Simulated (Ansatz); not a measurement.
**Cd₇S polymorphs, one row open**

Level of theory: Ansatz, DFT PBE, scalar-relativistic, plane waves, PAW. All cells share a 420 eV cutoff and Γ-centred k meshes spaced at most about 0.3 Å⁻¹ (about 0.25 or finer for metals, 2π included). No spin polarisation.

These are static total energies at zero pressure. Rows are sorted by volume; energies count from the lowest form computed. Coordination counts Cd atoms around S (those within 1.25 times the shortest such distance or 1.15 times the sum of covalent radii, 1.27 where that leaves under three; a plus sign parts nearer from farther groups; the shortest distance is added where it exceeds 1.18 times the sum of covalent radii).

```
row   form    source  atoms      coordination  V (Å³/atom)  gap on mesh (eV)  ΔE (meV/atom)
  1  Fm-3m  invented      8   S 12 from 3.1 Å         22.1                 0             52
  2  P-6m2  invented      8  S 6+6 from 3.0 Å         22.9                 0              ?
  3  I-43m  invented      8               S 4         23.6                 0            133
  4  P-3m1  invented      8               S 6         24.0                 0              0
  5   P3m1  invented      8               S 4         25.9                 0             35
```

The cell of row 2:

Space group P-6m2 (No. 187). a = 5.938 Å, b = 5.938 Å, c = 5.993 Å, α = 90.00°, β = 90.00°, γ = 120.00°
```tsv
atom	site	symmetry	x	y	z
Cd	3j	mm2	0.4999	0.9999	0.0000
Cd	3k	mm2	0.3296	0.1648	0.5000
Cd	1d	-6m2	0.3333	0.6667	0.5000
S	1a	-6m2	0.0000	0.0000	0.0000
```

Task: How far above the lowest form does the open row lie?

Result: 71 meV/atom, which puts it above row 1 and below row 3. Counting Cd atoms around S, row 2 has S 6+6 from 3.0 Å and the lowest form (row 4) has S 6.

An observed structure of this formula, if there is one, may be missing.

For metals, differences of a few meV/atom aren't resolved. Cells relaxed within their symmetry can be saddle points. Some types were kept out of the candidates beforehand, so the set may lack a known form.

At 71 meV/atom the open row is clearly unfavourable against the P-3m1 form. Its cell is essentially a hexagonal close-packed cadmium lattice, stretched along c as in the element, with sulfur on one metal site. That site suits sulfur poorly: even the nearest Cd atoms, at 3.0 Å, lie well beyond a normal Cd–S bond, so the overlap of S 3p with Cd 5s and 5p states is weak. The sixfold form probably gains by letting cadmium close in around sulfur while keeping much of the Cd–Cd bonding.

Low coordination alone doesn't secure a low energy, however. The two fourfold forms lie at 35 and 133 meV/atom, on either side of both twelvefold ones, which suggests that the packing of the remaining cadmium matters as much as the sulfur site. The zero gaps fit the large cadmium excess, since sulfur can take up only a small part of the valence s electrons. The ranking leaves open whether any of these forms would survive separation into cadmium metal and CdS.
